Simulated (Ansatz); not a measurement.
# Relaxation path: Li (omega type)

DFT, PBE, PAW with Ansatz's default frozen-core files, scalar-relativistic (Ansatz 0.2.0); a Γ-centred 8×8×11 k mesh, Fermi–Dirac smearing of 0.08 eV, no spin polarisation. The run relaxes shape and atoms at held volume.

Command: `ansatz run input.yaml --threads 1 --pin off --max-ram 3072MiB --backend cpu --events-out ev --progress --plain --runs-dir out` It took 3.5 s on 1 thread of Arm Neoverse V1, with other jobs on the host, peak memory 0.27 GiB.

```yaml
crystal:
  lattice:
    - [3.7734253432, 0.0, 0.0]
    - [-1.8867126716, 3.2678822065, 0.0]
    - [0.0, 0.0, 2.2200484418]
  atoms:
    - { symbol: Li, position: [0.0, 0.0, 0.0] }
    - { symbol: Li, position: [0.3333333333, 0.6666666667, 0.5] }
    - { symbol: Li, position: [0.6666666667, 0.3333333333, 0.5] }
kpoints:
  mp_grid: { grid: [8, 8, 11] }
scf:
  occupations: { method: fermi_dirac, width: 0.08 }
hamiltonian:
  xc: pbe
  pseudopotentials: { kind: paw }
output:
  forces: true
  stress: true
relax:
  f_tol: 0.005
  max_steps: 30
  cell: { stress_tol: 0.64, fix: [volume] }
```

Each step lists its free energy a cell above the last geometry, the pressure, the cell vectors (Å), and Cartesian positions (Å) with forces (eV/Å).

The first step:

```
step 1  dF = 12.97 meV  P = 41.6 GPa
  cell 3.7734 0.0000 0.0000  -1.8867 3.2679 0.0000  0.0000 0.0000 2.2200
  Li 0.0000 0.0000 0.0000   0.0000 0.0000 0.0000
  Li 0.0000 2.1786 1.1100   0.0000 0.0000 0.0000
  Li 1.8867 1.0893 1.1100   0.0000 0.0000 0.0000
```

Q: Where does the relaxation end, and by which steps?

A: After 3 geometries, with conventional a, b, c = 3.841, 3.841, 2.142 Å, at 9.125 Å³/atom and 41.2 GPa in space group P6/mmm, with a shortest distance of 2.142 Å. The further steps:
```
step 2  dF = 7.59 meV  P = 41.5 GPa
  cell 3.7900 0.0000 0.0000  -1.8950 3.2823 0.0000  0.0000 0.0000 2.2006
  Li 0.0000 0.0000 0.0000   0.0000 0.0000 0.0000
  Li 0.0000 2.1882 1.1003   0.0000 0.0000 0.0000
  Li 1.8950 1.0941 1.1003   0.0000 0.0000 0.0000
step 3  dF = 0.00 meV  P = 41.2 GPa
  cell 3.8412 0.0000 0.0000  -1.9206 3.3266 0.0000  0.0000 0.0000 2.1424
  Li 0.0000 0.0000 0.0000   0.0000 0.0000 0.0000
  Li 0.0000 2.2177 1.0712   0.0000 0.0000 0.0000
  Li 1.9206 1.1089 1.0712   0.0000 0.0000 0.0000
step 4  dF = 0.01 meV  P = 41.2 GPa  (same geometry on a basis chosen anew; earlier energies don't compare to the last digit)
  cell 3.8412 0.0000 0.0000  -1.9206 3.3266 0.0000  0.0000 0.0000 2.1424
  Li 0.0000 0.0000 0.0000   0.0000 0.0000 0.0000
  Li 0.0000 2.2177 1.0712   0.0000 0.0000 0.0000
  Li 1.9206 1.1089 1.0712   0.0000 0.0000 0.0000
```
